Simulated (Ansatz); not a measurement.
Ansatz results at the PBE0-D4/def2-TZVP geometry: HOMO energy (PBE0/def2-TZVPP) -7.50 eV; LUMO energy (PBE/def2-TZVPP) -2.56 eV; LUMO energy (PBE0/def2-TZVPP) -1.76 eV.

Question: Which molecule gave them?
A. `N#Cc1ccccn1`
B. `N#Cc1cccs1`
C. `N#Cc1cccnc1`
D. `C1=CCC=C1`

Answer: B. The others give `C1=CCC=C1`: -6.34, -1.44, -0.48; `N#Cc1ccccn1`: -8.19, -2.85, -1.98; `N#Cc1cccnc1`: -8.15, -2.85, -1.97.
